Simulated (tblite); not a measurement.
**GFN2-xTB (tblite) on CuCl: a test of settings**

Aim: start from a run with usual settings and see what each changed setting does to the results.

Computed with tblite 0.8.0 (GFN2-xTB (tblite), atoms fixed, no spin polarisation, unless a step's input says otherwise).

**1. Starting point**

Symmetry: F-43m, No. 216, cubic system. Conventional cell: a = 5.357 Å, b = 5.357 Å, c = 5.357 Å, α = 90.00°, β = 90.00°, γ = 90.00°. Around Cu (site symmetry -43m) lie 4 Cl at 2.32 Å. Cl (site symmetry -43m) has 4 Cu at 2.32 Å as nearest neighbours.

Structure file:

```cif
data_structure
_symmetry_space_group_name_H-M 'P 1'
_symmetry_Int_Tables_number 1
_cell_length_a 3.7882
_cell_length_b 3.7882
_cell_length_c 3.7882
_cell_angle_alpha 60.004
_cell_angle_beta 60.004
_cell_angle_gamma 60.004
_cell_volume 38.44
loop_
_atom_site_label
_atom_site_type_symbol
_atom_site_fract_x
_atom_site_fract_y
_atom_site_fract_z
_atom_site_occupancy
Cu1 Cu 0.99149 0.99149 0.99149 1
Cl1 Cl 0.24151 0.24151 0.24151 1
```

The structure type (database structure) is imposed and need not be the compound's stable one.

**2. The reference run**

Contents of run.py:

```python
import json
from ase import Atoms
from ase.build import make_supercell
from ase.units import Bohr, GPa, Hartree
from tblite.interface import Calculator

atoms = Atoms(['Cu', 'Cl'],
              cell=[[1.89422201, 1.09362959, 3.09295345], [-1.89422201, 1.09362959, 3.09295345], [0.0, -2.18725917, 3.09295345]],
              scaled_positions=[[0.99148804, 0.99148804, 0.99148804], [0.24151196, 0.24151196, 0.24151196]],
              pbc=True)
cluster = make_supercell(atoms, [[2, -2, 2], [2, 2, -2], [-2, 2, 2]])
calc = Calculator('GFN2-xTB', cluster.numbers, cluster.positions / Bohr, lattice=cluster.cell[:] / Bohr, periodic=cluster.pbc)
calc.set('temperature', 0.02 / Hartree)
calc.set('max-iter', 150)
res = calc.singlepoint()
levels = res.get('orbital-energies') * Hartree
nv = round(res.get('orbital-occupations').sum() / 2)
cells = len(cluster) // len(atoms)
out = {'energy_per_cell': res.get('energy') * Hartree / cells, 'homo': levels[nv - 1], 'lumo': levels[nv],
       'stress': (-res.get('virial') * Hartree / cluster.get_volume() / GPa).tolist(), 'charges': res.get('charges')[:len(atoms)].tolist(), 'electrons': 2 * nv / cells}
json.dump(out, open('results.json', 'w'))
for key, value in out.items():
    print(key, value)
```

Started as:

```
$ python run.py
```

Standard output:

```text
------------------------------------------------------------
  cycle        total energy    energy error   density error
------------------------------------------------------------
      1     -272.8590780943  -2.7303986E+02   1.5400865E-01
      2     -273.2692771063  -4.1019901E-01   8.4727620E-02
      3     -273.2828731372  -1.3596031E-02   3.1999005E-02
      4     -273.2851192554  -2.2461182E-03   1.2721577E-03
      5     -273.2851932769  -7.4021492E-05   2.8089730E-04
      6     -273.2851952358  -1.9588849E-06   1.3569157E-04
      7     -273.2851962191  -9.8333271E-07   9.8654707E-06
------------------------------------------------------------

 total:                                   5.933 sec
energy_per_cell -232.3896552832497
homo -9.696246354341271
lumo -7.141277986748311
stress [[-1.9693477231442584, -6.0091139295414995e-15, 8.993440044128595e-16], [-6.1380507191201e-15, -1.9693476626773316, -2.65829953568038e-08], [8.908205494759213e-16, -2.6582995291387965e-08, -1.9659747848293678]]
charges [0.11015163108443682, -0.11015606161662592]
electrons 18.0
```

It took 6.8 s on 1 thread of Arm Neoverse N1, shared host; peak memory 0.14 GiB.

Gap 2.55 eV; pressure -2.0 GPa. The 64 atoms of the cluster fold only a few k-points onto the zone centre, so gap and energy may not be converged in the cluster's size.

**3. Change: accuracy = 10.0**

Edit run.py of step 2 so:

```diff
@@ -14,2 +14,3 @@
 calc.set('max-iter', 150)
+calc.set('accuracy', 10.0)
 res = calc.singlepoint()
```

Started as:

```
$ python run.py
```

Standard output:

```text
------------------------------------------------------------
  cycle        total energy    energy error   density error
------------------------------------------------------------
      1     -272.8590783211  -2.7303986E+02   1.5400864E-01
      2     -273.2692772937  -4.1019897E-01   8.4727618E-02
      3     -273.2828733224  -1.3596029E-02   3.1999003E-02
      4     -273.2851194405  -2.2461181E-03   1.2721574E-03
      5     -273.2851934620  -7.4021468E-05   2.8089727E-04
      6     -273.2851954209  -1.9588843E-06   1.3569155E-04
------------------------------------------------------------

 total:                                   5.121 sec
energy_per_cell -232.38965460445448
homo -9.69503424681718
lumo -7.137746318106778
stress [[-1.96290614210375, 3.2019994218145675e-15, 2.2667290114918064e-15], [3.2646801827956008e-15, -1.9629060811633559, -2.6755458016660262e-08], [2.2212722333542885e-15, -2.6755457941654833e-08, -1.9595290779682797]]
charges [0.11048568739182357, -0.11049003330032997]
electrons 18.0
```

Wall time 6 s (1 thread of Arm Neoverse N1, shared host); peak memory 0.14 GiB.

Against the reference run the gap moves by 0.00 eV and the energy by 0.0 meV/atom.

**4. Change: mixer-damping = 0.7**

Edit run.py of step 3 so:

```diff
@@ -14,3 +14,3 @@
 calc.set('max-iter', 150)
-calc.set('accuracy', 10.0)
+calc.set('mixer-damping', 0.7)
 res = calc.singlepoint()
```

Started as:

```
$ python run.py
```

Standard output:

```text
------------------------------------------------------------
  cycle        total energy    energy error   density error
------------------------------------------------------------
      1     -272.8590780943  -2.7303986E+02   1.5400865E-01
      2     -273.1776400494  -3.1856196E-01   6.9707516E-02
      3     -273.2670853939  -8.9445345E-02   2.1042716E-02
      4     -273.2851377022  -1.8052308E-02   1.0396435E-03
      5     -273.2851924884  -5.4786245E-05   2.6375496E-04
      6     -273.2851962218  -3.7333617E-06   7.1647328E-06
      7     -273.2851962245  -2.7092142E-09   1.6187529E-06
------------------------------------------------------------

 total:                                   5.942 sec
energy_per_cell -232.38965528778476
homo -9.69617955198721
lumo -7.141022517535893
stress [[-1.968883661259397, -4.1355454677229506e-15, -3.960776393358395e-15], [-4.0154490416577245e-15, -1.9688836018304718, -2.61948725331957e-08], [-3.975828918198973e-15, -2.6194872339417583e-08, -1.9655262174709562]]
charges [0.11017271011548935, -0.11017717913432748]
electrons 18.0
```

Wall time 6.8 s (1 thread of Arm Neoverse N1, shared host); peak memory 0.14 GiB.

Against the reference run the gap moves by 0.00 eV and the energy by 0.0 meV/atom.

**5. Change: method = IPEA1-xTB**

Edit run.py of step 4 so:

```diff
@@ -11,6 +11,5 @@
 cluster = make_supercell(atoms, [[2, -2, 2], [2, 2, -2], [-2, 2, 2]])
-calc = Calculator('GFN2-xTB', cluster.numbers, cluster.positions / Bohr, lattice=cluster.cell[:] / Bohr, periodic=cluster.pbc)
+calc = Calculator('IPEA1-xTB', cluster.numbers, cluster.positions / Bohr, lattice=cluster.cell[:] / Bohr, periodic=cluster.pbc)
 calc.set('temperature', 0.02 / Hartree)
 calc.set('max-iter', 150)
-calc.set('mixer-damping', 0.7)
 res = calc.singlepoint()
```

Started as:

```
$ python run.py
```

Standard output:

```text
------------------------------------------------------------
  cycle        total energy    energy error   density error
------------------------------------------------------------
      1     -288.5751173748  -2.8819521E+02   8.6587601E-01
      2     -288.5814126807  -6.2953059E-03   5.1767908E-01
      3     -288.5840519825  -2.6393017E-03   8.9865046E-03
      4     -288.5840734687  -2.1486183E-05   5.0676253E-03
      5     -288.5840760558  -2.5871515E-06   2.0881957E-04
      6     -288.5840764823  -4.2650504E-07   1.3572177E-05
------------------------------------------------------------

 total:                                   4.179 sec
energy_per_cell -245.39914705142994
homo -12.30586013822542
lumo -7.422793540355857
stress [[12.748294219203231, -8.774224512943333e-15, -1.2363709614150724e-14], [-8.751155391559407e-15, 12.748294355831852, -4.5719781269388864e-08], [-1.2619372656704572e-14, -4.571978277004742e-08, 12.744725991828114]]
charges [0.05994896564312924, -0.059948965643119356]
electrons 18.0
```

It took 5.1 s on 1 thread of Arm Neoverse N1, shared host; peak memory 0.14 GiB.

Totals of another method or basis aren't compared here.

**6. Change: charge = 2.0**

Edit run.py of step 5 so:

```diff
@@ -11,3 +11,3 @@
 cluster = make_supercell(atoms, [[2, -2, 2], [2, 2, -2], [-2, 2, 2]])
-calc = Calculator('IPEA1-xTB', cluster.numbers, cluster.positions / Bohr, lattice=cluster.cell[:] / Bohr, periodic=cluster.pbc)
+calc = Calculator('GFN2-xTB', cluster.numbers, cluster.positions / Bohr, lattice=cluster.cell[:] / Bohr, charge=2.0, periodic=cluster.pbc)
 calc.set('temperature', 0.02 / Hartree)
```

Started as:

```
$ python run.py
```

Standard output:

```text
------------------------------------------------------------
  cycle        total energy    energy error   density error
------------------------------------------------------------
      1     -272.1657931971  -2.7234657E+02   1.5319970E-01
      2     -272.5235923629  -3.5779917E-01   8.5312358E-02
      3     -272.5334264792  -9.8341164E-03   3.0413460E-02
      4     -272.5355318527  -2.1053735E-03   8.9156813E-04
      5     -272.5355537929  -2.1940125E-05   3.6661266E-04
      6     -272.5355235480   3.0244849E-05   4.8989640E-04
      7     -272.5355681939  -4.4645855E-05   5.7781293E-05
      8     -272.5355683126  -1.1873902E-07   2.1342563E-05
      9     -272.5355683185  -5.8752221E-09   2.5577118E-05
     10     -272.5355683556  -3.7065774E-08   2.3856335E-06
------------------------------------------------------------

 total:                                   6.413 sec
energy_per_cell -231.75220487166803
homo -10.778584781046987
lumo -10.778584779279058
stress [[-2.458026853401783, 2.4700974537245426e-16, 3.705097322979474e-15], [1.9583631332324167e-16, -2.4580268003699093, -2.4572367450976264e-08], [3.716453354056406e-15, -2.4572367533531973e-08, -2.4541617187724323]]
charges [0.15026815582412906, -0.08777584286997174]
electrons 17.9375
```

Wall time 7.3 s (1 thread of Arm Neoverse N1, shared host); peak memory 0.14 GiB.

A charged periodic cell is another system, so nothing is compared.

**7. Change: cluster = 1x1x1**

Edit run.py of step 6 so:

```diff
@@ -10,4 +10,4 @@
               pbc=True)
-cluster = make_supercell(atoms, [[2, -2, 2], [2, 2, -2], [-2, 2, 2]])
-calc = Calculator('GFN2-xTB', cluster.numbers, cluster.positions / Bohr, lattice=cluster.cell[:] / Bohr, charge=2.0, periodic=cluster.pbc)
+cluster = make_supercell(atoms, [[1, -1, 1], [1, 1, -1], [-1, 1, 1]])
+calc = Calculator('GFN2-xTB', cluster.numbers, cluster.positions / Bohr, lattice=cluster.cell[:] / Bohr, periodic=cluster.pbc)
 calc.set('temperature', 0.02 / Hartree)
```

Started as:

```
$ python run.py
```

Standard output:

```text
------------------------------------------------------------
  cycle        total energy    energy error   density error
------------------------------------------------------------
      1     -34.00086171567  -3.4023459E+01   1.7045139E-01
      2     -34.06840749315  -6.7545777E-02   9.4270654E-02
      3     -34.07248617055  -4.0786774E-03   3.7009037E-02
      4     -34.07293493624  -4.4876568E-04   2.9098102E-03
      5     -34.07297685051  -4.1914278E-05   6.3716863E-04
      6     -34.07297855421  -1.7036966E-06   2.5842068E-04
      7     -34.07297895328  -3.9907128E-07   3.1493421E-06
------------------------------------------------------------

 total:                                   0.724 sec
energy_per_cell -231.79324582447205
homo -9.901189480080195
lumo -7.857593781625785
stress [[1.8341492698095034, 6.049635181647649e-15, 2.7420617480134716e-14], [6.034934271319756e-15, 1.834149336100033, -1.2011067293450821e-08], [2.7335674038920945e-14, -1.2011067431482708e-08, 1.8436062320119158]]
charges [0.15037384908573248, -0.1503685533191283]
electrons 18.0
```

It took 1.6 s on 1 thread of Arm Neoverse N1, shared host; peak memory 0.092 GiB.

Against the reference run the gap moves by -0.51 eV and the energy by +298.2 meV/atom. One cell at the zone centre alone can't describe the crystal.

**8. What moved**

| change | ends | gap (eV) | energy (meV/atom) | pressure (GPa) | time |
| --- | --- | --- | --- | --- | --- |
| none | converged | 2.55 | 0 | -2.0 | 6.8 s |
| accuracy = 10.0 | converged | 0.00 | 0.0 | 0.0 | 6 s |
| mixer-damping = 0.7 | converged | 0.00 | 0.0 | 0.0 | 6.8 s |
| method = IPEA1-xTB | converged | +2.33 | – | +14.7 | 5.1 s |
| charge = 2.0 | converged | – | – | – | 7.3 s |
| cluster = 1x1x1 | converged | -0.51 | +298.2 | +3.8 | 1.6 s |

The first row holds values, the others changes from it. Keys are the program's: temperature in eV (tblite) or K (CP2K), cutoffs in Ry, CUTOFP in Å. Among the numerical settings, cluster = 1x1x1 moves the energy most (+298.2 meV/atom). The changed runs test settings; they are no properties of the crystal.
